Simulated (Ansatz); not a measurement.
# ZnS (F-43m) in Ansatz: notebook

The runs below take ZnS through phonons, band structure, Born charges and dielectric tensor, elastic constants, with LDA, PBEsol.

Everything below comes from runs of Ansatz 0.2.0. Logs are shortened: lines on timing, memory, paths and dates and some standing lists are left out, and cuts for length are marked.

**Experimental background.**

“Electronic, vibrational, and thermodynamic properties of ZnS (zincblende and rocksalt structure)”, 2009, arxiv:0911.5022 quotes, for a bulk crystal of ZnS at 19 K: band gap 3.85 eV (direct).

From a printed reference work, monograph, for a bulk crystal of ZnS: high-frequency dielectric constant 5.14.

The results are compared with them further down.

## Step 1: The structure

The structure is cubic, space group F-43m (No. 216). The conventional cell has a = 5.404 Å, b = 5.404 Å, c = 5.404 Å, α = 90.00°, β = 90.00°, γ = 90.00°. Zn (site symmetry -43m) has 4 S at 2.34 Å as nearest neighbours. S (site symmetry -43m) has 4 Zn at 2.34 Å as nearest neighbours.

## Step 2: Phonons, LDA

input.yaml reads:

```yaml
crystal:
  lattice:
    - [0.0, 2.702, 2.702]
    - [2.702, 0.0, 2.702]
    - [2.702, 2.702, 0.0]
  atoms:
    - { symbol: Zn, position: [0.75, 0.75, 0.75] }
    - { symbol: S, position: [0.0, 0.0, 0.0] }
kpoints:
  mp_grid: { grid: [7, 7, 7] }
scf:
  occupations: { method: fermi_dirac, width: 0.05 }
hamiltonian:
  xc: lda
  pseudopotentials: { kind: all_electron, lapw: { basis_error: 0.001 } }
output: {}
phonons:
  method: fd
  supercell: [1, 1, 1]
```

Potentials or basis: all-electron LAPW, scalar-relativistic.

The run is started by

```bash
ansatz run input.yaml --threads 1 --pin off --max-ram 3072MiB --backend cpu --events-out ev --progress --plain --runs-dir out
```

Standard output:

```text
Warning: RAYON_NUM_THREADS=1 ignored (pool sized by the plan → 1); use --threads N
LAPW: plane waves up to 8.929 Å⁻¹, error target 1.0e-3 eV per atom; small_component_spin mean_spin; S in spheres of 1.010 Å, 14 of its electrons in bands, Dirac shells []; Zn in spheres of 1.260 Å, 20 of its electrons in bands, Dirac shells [] (how accurate: hamiltonian.pseudopotentials.lapw.basis_error, Limitations)
Engine: ansatz 0.2.0, aarch64-unknown-linux-gnu
Pseudopotentials: kind: all_electron
Pseudopotential: Zn, LAPW, valence charge 20, lapw/all_electron/scalar/gaussian/Zn, Koelling and Harmon's equation, gaussian nucleus
Pseudopotential: S, LAPW, valence charge 14, lapw/all_electron/scalar/gaussian/S, Koelling and Harmon's equation, gaussian nucleus
Functional definition: SPW92
  exchange = slater_x
  correlation = pw_c
Crystal: 2 atoms, lattice volume = 39.454 Å³
Basis set: ecut = 303.7519288058158 eV, 459 PW (Γ), exchange–correlation at level 2
Bands: 21, of which v1, the nominal top of the filled ones, is band 17 counted from 1 (16 counted from 0)
Symmetry: 24 space group operations
k-points: 20 of 343 (time reversal used)
Non-local potential: Zn, projectors of the file, none
Non-local potential: S, projectors of the file, none
Initial density: superposition of atomic densities (chi_scale 0.1, normalization cell, long waves kept (reshape's long-wave potential 0.00 eV rms))
Initial wavefunctions: plane waves of lowest kinetic energy (no species holds an atomic orbital)
Functional: x = slater, c = lda
iter 1 solved again at ethr=2.82e-3 eV; its pass at ethr=1.00e-1 eV (dr2=9.60e-1 eV) is discarded
SCF iter   1: F=—  HF=-59632.634668 eV  |F-HF|=—  |Δ(HF+E_count)|=         —  Δρ=3.91e-2  dr2=9.62e-1  ethr=2.82e-3  ⟨swp⟩=2.0  Hψ=2868  notcnv=0
preconditioner: auto → none  [insulator: Δε(μ)=2.191 eV  Ē_g=11.549 eV  σ=0.050 eV  W_gap=1.00  n_scr=14 (ndim 8)  ℏωp=25.1 eV  f_vac=0.115  D(μ)=0.00/eV (n_scr^D=0)  ε∞_Penn≈5.7]
iter 2 solved again at ethr=1.76e-4 eV; its pass at ethr=2.82e-3 eV (dr2=5.97e-2 eV) is discarded
SCF iter   2: F=—  HF=-59632.322271 eV  |F-HF|=—  |Δ(HF+E_count)|=   3.12e-1  Δρ=1.39e-2  dr2=5.97e-2  ethr=1.76e-4  ⟨swp⟩=2.0  Hψ=2198  notcnv=0
SCF iter   3: F=—  HF=-59632.211518 eV  |F-HF|=—  |Δ(HF+E_count)|=   1.11e-1  Δρ=7.81e-3  dr2=1.54e-2  ethr=1.76e-4  ⟨swp⟩=3.0  Hψ=1293  notcnv=0
SCF iter   4: F=—  HF=-59632.201319 eV  |F-HF|=—  |Δ(HF+E_count)|=         —  Δρ=3.49e-3  dr2=3.12e-3  ethr=4.53e-5  ⟨swp⟩=2.0  Hψ=1142  notcnv=0
the basis was enlarged: its passes take 32.9 KiB over the memory plan, 1 of 1 planned eigensolver slots
SCF iter   5: F=—  HF=-59632.200276 eV  |F-HF|=—  |Δ(HF+E_count)|=   1.04e-3  Δρ=5.03e-4  dr2=5.54e-5  ethr=9.17e-6  ⟨swp⟩=2.0  Hψ=1141  notcnv=0
SCF iter   6: F=—  HF=-59632.200268 eV  |F-HF|=—  |Δ(HF+E_count)|=   7.78e-6  Δρ=4.60e-5  dr2=4.26e-7  ethr=1.63e-7  ⟨swp⟩=2.0  Hψ=1141  notcnv=0
SCF iter   7: F=—  HF=-59632.200268 eV  |F-HF|=—  |Δ(HF+E_count)|=   1.03e-7  Δρ=3.62e-6  dr2=3.34e-9  ethr=1.25e-9  ⟨swp⟩=2.5  Hψ=1152  notcnv=0
SCF iter   8: F=-59632.200268 eV  HF=-59632.200268 eV  |F-HF|=1.82e-10  |Δ(HF+E_count)|=   1.60e-9  Δρ=3.66e-7  dr2=3.14e-11  ethr=9.83e-12  ⟨swp⟩=3.0  Hψ=1203  notcnv=0
SCF 1 converged in 8 iterations: F = -59632.200268 eV  dr2 = 3.14e-11
Symmetry: 4 space group operations
k-points: 64 of 343 (time reversal used)
Initial density: handed on by an earlier stage of this run
Initial wavefunctions: plane waves of lowest kinetic energy (no species holds an atomic orbital; no wavefunctions were taken with the density)
iter 1 solved again at ethr=5.79e-7 eV; its pass at ethr=1.00e-1 eV (dr2=1.97e-4 eV) is discarded
SCF iter   1: F=—  HF=-59632.200067 eV  |F-HF|=—  |Δ(HF+E_count)|=         —  Δρ=5.65e-4  dr2=1.90e-4  ethr=5.79e-7  ⟨swp⟩=4.2  Hψ=11362  notcnv=0
preconditioner: auto → none  [insulator: Δε(μ)=1.848 eV  Ē_g=12.122 eV  σ=0.050 eV  W_gap=1.00  n_scr=14 (ndim 8)  ℏωp=25.1 eV  f_vac=0.158  D(μ)=0.00/eV (n_scr^D=0)  ε∞_Penn≈5.3]
iter 2 solved again at ethr=2.49e-8 eV; its pass at ethr=5.58e-7 eV (dr2=8.46e-6 eV) is discarded
SCF iter   2: F=—  HF=-59632.199999 eV  |F-HF|=—  |Δ(HF+E_count)|=   6.82e-5  Δρ=1.86e-4  dr2=8.46e-6  ethr=2.49e-8  ⟨swp⟩=2.0  Hψ=6545  notcnv=0
SCF iter   3: F=—  HF=-59632.199997 eV  |F-HF|=—  |Δ(HF+E_count)|=   1.27e-6  Δρ=6.67e-5  dr2=1.03e-6  ethr=2.49e-8  ⟨swp⟩=2.0  Hψ=3650  notcnv=0
SCF iter   4: F=—  HF=-59632.199997 eV  |F-HF|=—  |Δ(HF+E_count)|=   1.83e-8  Δρ=5.07e-6  dr2=7.58e-9  ethr=3.04e-9  ⟨swp⟩=2.0  Hψ=3650  notcnv=0
SCF iter   5: F=—  HF=-59632.199997 eV  |F-HF|=—  |Δ(HF+E_count)|=   1.43e-8  Δρ=2.57e-6  dr2=1.74e-9  ethr=2.23e-11  ⟨swp⟩=3.0  Hψ=4150  notcnv=0
SCF iter   6: F=—  HF=-59632.199997 eV  |F-HF|=—  |Δ(HF+E_count)|=   3.49e-9  Δρ=9.29e-7  dr2=1.95e-10  ethr=5.13e-12  ⟨swp⟩=2.1  Hψ=3654  notcnv=0
SCF iter   7: F=-59632.199997 eV  HF=-59632.199997 eV  |F-HF|=5.09e-11  |Δ(HF+E_count)|=  6.55e-11  Δρ=1.72e-7  dr2=5.08e-12  ethr=2.53e-12 (applied; sched 1.00e-12)  ⟨swp⟩=2.0  Hψ=3650  notcnv=0
SCF 2 converged in 7 iterations: F = -59632.199997 eV  dr2 = 5.08e-12
iter 1 solved again at ethr=2.02e-7 eV; its pass at ethr=1.00e-1 eV (dr2=6.85e-5 eV) is discarded
SCF iter   1: F=—  HF=-59632.200016 eV  |F-HF|=—  |Δ(HF+E_count)|=         —  Δρ=3.92e-4  dr2=6.46e-5  ethr=2.02e-7  ⟨swp⟩=4.6  Hψ=11740  notcnv=0
preconditioner: auto → none  [insulator: Δε(μ)=1.848 eV  Ē_g=12.122 eV  σ=0.050 eV  W_gap=1.00  n_scr=14 (ndim 8)  ℏωp=25.1 eV  f_vac=0.160  D(μ)=0.00/eV (n_scr^D=0)  ε∞_Penn≈5.3]
iter 2 solved again at ethr=1.48e-8 eV; its pass at ethr=1.90e-7 eV (dr2=5.02e-6 eV) is discarded
SCF iter   2: F=—  HF=-59632.199997 eV  |F-HF|=—  |Δ(HF+E_count)|=   1.90e-5  Δρ=1.45e-4  dr2=5.01e-6  ethr=1.48e-8  ⟨swp⟩=2.0  Hψ=6493  notcnv=0
SCF iter   3: F=—  HF=-59632.199997 eV  |F-HF|=—  |Δ(HF+E_count)|=   3.76e-7  Δρ=4.09e-5  dr2=3.97e-7  ethr=1.47e-8  ⟨swp⟩=2.0  Hψ=3650  notcnv=0
SCF iter   4: F=—  HF=-59632.199997 eV  |F-HF|=—  |Δ(HF+E_count)|=   1.50e-7  Δρ=4.93e-6  dr2=7.02e-9  ethr=1.17e-9  ⟨swp⟩=2.0  Hψ=3650  notcnv=0
SCF iter   5: F=—  HF=-59632.199997 eV  |F-HF|=—  |Δ(HF+E_count)|=   1.30e-8  Δρ=2.37e-6  dr2=1.64e-9  ethr=2.06e-11  ⟨swp⟩=3.0  Hψ=4153  notcnv=0
SCF iter   6: F=—  HF=-59632.199997 eV  |F-HF|=—  |Δ(HF+E_count)|=   3.11e-9  Δρ=9.18e-7  dr2=1.75e-10  ethr=4.83e-12  ⟨swp⟩=2.1  Hψ=3659  notcnv=0
SCF iter   7: F=-59632.199997 eV  HF=-59632.199997 eV  |F-HF|=6.55e-11  |Δ(HF+E_count)|=  5.09e-11  Δρ=1.58e-7  dr2=5.04e-12  ethr=2.53e-12 (applied; sched 1.00e-12)  ⟨swp⟩=2.0  Hψ=3650  notcnv=0
SCF 3 converged in 7 iterations: F = -59632.199997 eV  dr2 = 5.04e-12
SCF converged after 8 iterations
Free energy (F): -59632.200268 eV
Harris-Foulkes:  -59632.200268 eV  (|F-HF|=1.82e-10)
Internal energy: -59632.200268 eV  (E = F + TS)
E sigma→0 (E₀):  -59632.200268 eV
Fermi energy:    7.999009 eV
--- Per-component energies (eV) ---
  E_band       = -1886.012936
  E_kinetic    = 60545.288976
  E_xc         = -2540.890183
  E_electrostatic = -117636.599061  (all electrons and nuclei)
  E_smearing   = -0.000000  (= −TS)
  E_closure    = 0.000000  (closes the sum)
  E_atoms      = -59624.036302  (free atoms, spherical and without spin; not in F)
  Σ components = -59632.200268   (vs F -59632.200268, Δ=0.00e0)
  Basis errors (estimates in eV, not in F): energy 4.5e-4 per atom: plane waves 4.1e-4 (2.5e-4 summed), levels above the bands 2.3e-70, relativity 3.7e-9, radial functions 4.0e-5, core shells 1.0e-10; eigenvalues (radial functions only) 4.3e-7; not estimated: angular momenta, meshes, grids; target (lapw.basis_error) 1.0e-3; muffin-tin radii S 1.010 Å, Zn 1.260 Å
--- Forces (eV/Å), atoms counted from 1 ---
  atom   1  Zn    -0.00000000     0.00000000     0.00000000
  atom   2  S      0.00000000    -0.00000000     0.00000000
  max |Σ_I F_I| component: 1.85e-17 eV/Å
--- Band table (eV; the first three rows and the last of 20) ---
  k-point 0: bands = ["-196.6556", "-142.3516", "-142.3516", "-142.3516", "-117.0804", "-71.7141", "-71.7141", "-71.7141", "-6.0857", "0.5557", "0.5557", "0.5557", "1.0388", "1.0388", "7.0390", "7.0390", "7.0390", "8.8978", "13.2603", "13.2603", "13.2603"]
  k-point 1: bands = ["-196.6556", "-142.3516", "-142.3516", "-142.3516", "-117.0804", "-71.7141", "-71.7141", "-71.7141", "-5.9313", "0.5587", "0.5821", "0.5821", "1.0369", "1.0369", "5.6266", "6.8479", "6.8479", "9.8937", "13.1642", "13.5780", "13.5780"]
  k-point 2: bands = ["-196.6556", "-142.3516", "-142.3516", "-142.3516", "-117.0804", "-71.7142", "-71.7141", "-71.7141", "-5.5475", "0.6339", "0.6339", "0.6429", "1.0437", "1.0437", "3.6538", "6.4694", "6.4694", "10.2978", "13.9203", "13.9203", "14.1279"]
  k-point 19: bands = ["-196.6556", "-142.3516", "-142.3516", "-142.3516", "-117.0804", "-71.7142", "-71.7142", "-71.7141", "-4.8351", "0.6780", "0.8108", "0.9780", "1.0269", "1.4129", "2.3556", "3.9337", "4.8434", "11.9576", "13.0905", "14.8027", "15.7453"]
--- Phonons: 2 displaced members + reference (amplitude 0.01 Å, Σ member SCF iterations 14) ---
  symmetry images taken by strict's conditions (phonons.symmetry_images: auto; settled by no image being taken that strict refuses)
  ASR residual: 9.036e-5 → 0.000e0 eV/Å²; symmetrization residual: 3.432e-6 eV/Å²
  largest component of a force at the reference: 1.0e-16 eV/Å
  ASR residual per site (eV/Å²): 7.50e-5 9.04e-5
  Γ frequencies (cm⁻¹): 0.00 0.00 0.00 261.64 261.64 261.64
  density of states and harmonic sums: on the 20×20×20 q-mesh, interpolated from the force constants of a 1×1×1 supercell (no non-analytic term)
  largest difference from the sums on the solved wave vectors: F 4.94e-1 eV, S 7.53e-4 and C_V 2.58e-4 eV/K
  zero-point energy: 0.065263 eV/cell   skipped modes (ω ≤ 0): 3   left out of the sums: 6.25e-5 of the cell's modes: C_V's classical limit lies that fraction below 3 k_B per atom; for a crystal, a wire or a layer, F and S can be off by more, and a phonons.interpolated_qmesh denser along its periods is the remedy for the sampling
```

Wall time 38 s (1 thread of Arm Neoverse V2, shared host); peak memory 0.33 GiB.

Results:

```yaml
Free_energy: -59632.2003 eV
Band_gap_on_the_k_mesh: 1.86 eV, direct
Highest_phonon_frequency_at_Γ_LO-TO_splitting_left_out: 262 cm⁻¹
```

Levels at points of the mesh, in eV from the valence-band top:
| k point | band 13 | band 14 | band 15 | band 16 | band 17 | band 18 | band 19 | band 20 | band 21 |
| --- | --- | --- | --- | --- | --- | --- | --- | --- | --- |
| (0.00, 0.00, 0.00) | -6.00 | -6.00 | 0.00 | 0.00 | 0.00 | 1.86 | 6.22 | 6.22 | 6.22 |

Phonon frequencies in cm⁻¹ (negative: imaginary):
```tsv
q point	frequencies
(0.000, 0.000, 0.000)	0 0 0 262 262 262
```

## Step 3: Band structure, PBEsol

input.yaml reads:

```yaml
crystal:
  lattice:
    - [0.0, 2.702, 2.702]
    - [2.702, 0.0, 2.702]
    - [2.702, 2.702, 0.0]
  atoms:
    - { symbol: Zn, position: [0.75, 0.75, 0.75] }
    - { symbol: S, position: [0.0, 0.0, 0.0] }
kpoints:
  mp_grid: { grid: [9, 9, 9] }
  band_path:
    path:
      - [0.0, 0.0, 0.0]
      - [0.5, 0.0, 0.5]
      - [0.5, 0.25, 0.75]
      - [0.375, 0.375, 0.75]
      - [0.0, 0.0, 0.0]
      - [0.5, 0.5, 0.5]
      - [0.625, 0.25, 0.625]
      - [0.5, 0.25, 0.75]
    npoints: 8
scf:
  occupations: { method: fermi_dirac, width: 0.05 }
hamiltonian:
  xc: pbesol
  pseudopotentials: { kind: all_electron, lapw: { basis_error: 0.001 } }
output:
  forces: true
  stress: true
  eigenvalues: true
```

Potentials or basis: all-electron LAPW, scalar-relativistic.

The run is started by

```bash
ansatz run input.yaml --threads 1 --pin off --max-ram 3072MiB --backend cpu --events-out ev --progress --plain --runs-dir out
```

Run time: 7.3 s. Hardware: 1 thread of Intel Xeon 6975P-C (Granite Rapids), shared host; peak memory 0.32 GiB.

The run converged. Its results:

```
Free energy             : -59682.0653 eV
Pressure                : -2.0 GPa
Band gap on the k mesh  : 1.98 eV, direct
Band gap along the path : 1.98 eV, direct
```

Levels at the corners of the path, in eV from the valence-band top:
| point | band 15 | band 16 | band 17 | band 18 | band 19 | band 20 |
| --- | --- | --- | --- | --- | --- | --- |
| Γ | 0.00 | 0.00 | 0.00 | 1.98 | 6.28 | 6.28 |
| X | -4.60 | -2.25 | -2.25 | 3.23 | 3.96 | 10.81 |
| W | -4.63 | -2.80 | -2.76 | 5.55 | 5.98 | 7.73 |
| K | -4.67 | -3.16 | -1.83 | 3.98 | 5.86 | 9.21 |
| Γ | 0.00 | 0.00 | 0.00 | 1.98 | 6.28 | 6.28 |
| L | -5.36 | -0.88 | -0.88 | 3.19 | 6.80 | 6.80 |
| U | -4.67 | -3.16 | -1.83 | 3.98 | 5.86 | 9.21 |
| W | -4.63 | -2.80 | -2.76 | 5.55 | 5.98 | 7.73 |

(Continued in part 2 of 2.)
